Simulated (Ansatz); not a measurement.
**HfO2: pressure against volume**

HfO2, P4_2/nmc, a = 3.577 Å, c = 5.203 Å. This isn't the usual stable structure of the compound. Ansatz: r2SCAN, PAW, 500 eV, Γ-centred 6×6×6 mesh on 6 atoms, Gaussian smearing 0.02 eV; no spin polarisation. Shape and atoms are relaxed at each volume; pressure is positive in compression.

| V (Å³/atom) | P (GPa) |
| --- | --- |
| 10.428 | 14.28 |
| 10.761 | 6.44 |
| 11.094 | -0.01 |
| 11.426 | -5.25 |
| 11.759 | ? |

Take V0 = 11.094 Å³/atom, count pressures from its P0 = -0.01 GPa, fit the third-order Birch–Murnaghan form to the other rows, and predict the missing pressure.

With the Eulerian strain f = ½[(V0/V)^(2/3) − 1] and y = (P − P0)/[3f(1 + 2f)^(5/2)], the form is the line y = B0 + 1.5 B0 (B0′ − 4) f. Rows (f, y): 0.02107, 203.9; 0.01026, 199.2; -0.00973, 188.6. Means f = 0.007200, y = 197.23; Σ(Δf)² = 0.0004884, ΣΔfΔy = 0.2446; the slope is their ratio. y = 193.6 + 501.0 f GPa, so B0 = 193.6 GPa and B0′ = 4 + 2 × (501.0)/(3 × 193.6) = 5.73. At V = 11.759, f = -0.01903, y = 184.07 and P = -9.55 GPa. The run gave -9.43 GPa, so the fit is 0.12 GPa too low, a small miss on the scale of the series. The form still works here, 33 % of the fitted range beyond its end.

Spin–orbit coupling is left out, which can shift energies with elements as heavy as these.